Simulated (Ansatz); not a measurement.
KI in the zincblende structure was relaxed with 5 functionals in Ansatz, cell and atoms free, the symmetry of the start kept (meshes: PBE 6×6×6, r2SCAN 6×6×6, PBEsol 6×6×6, LDA 6×6×6, HSE06 4×4×4). The cell comes from a prototype generator: it can be a known phase or a hypothetical one. Spin polarisation is off.

The HSE06 result:
```xyz
2
Lattice="0.0000 3.9812 3.9812 3.9812 0.0000 3.9812 3.9812 3.9812 0.0000" Properties=species:S:1:pos:R:3 pbc="T T T"
K     0.0000    0.0000    0.0000
I     1.9906    1.9906    1.9906
```

The symmetry is F-43m (No. 216, cubic); conventional cell a = 7.962 Å, 63.10 Å³ an atom. Around K lie 4 I at 3.45 Å; around I lie 4 K at 3.45 Å.

Question: Order the functionals by the relaxed volume, smallest first.
A. r2SCAN
B. HSE06
C. PBEsol
D. LDA
E. PBE

Answer: D (55.66 Å³/atom), C (60.22 Å³/atom), A (62.38 Å³/atom), B (63.10 Å³/atom), E (63.87 Å³/atom).

Question: What lattice does LDA give?

Answer: a = 7.636 Å; the volume differs by -11.8 % from HSE06's. K is surrounded by 4 I at 3.31 Å; I is surrounded by 4 K at 3.31 Å.

Question: How does the cell change with PBEsol?

Answer: a = 7.839 Å; the volume differs by -4.6 % from HSE06's. Around K lie 4 I at 3.39 Å; around I lie 4 K at 3.39 Å.

Question: Held at the r2SCAN cell, what mean stress do LDA and PBE find, and does its sign point to their own minimum?

Answer: Yes. LDA -0.83 GPa, and its relaxed volume is -10.8 % from r2SCAN's; PBE +0.17 GPa, and its relaxed volume is +2.4 % from r2SCAN's. Compression counts positive, so a positive stress asks for a larger cell.
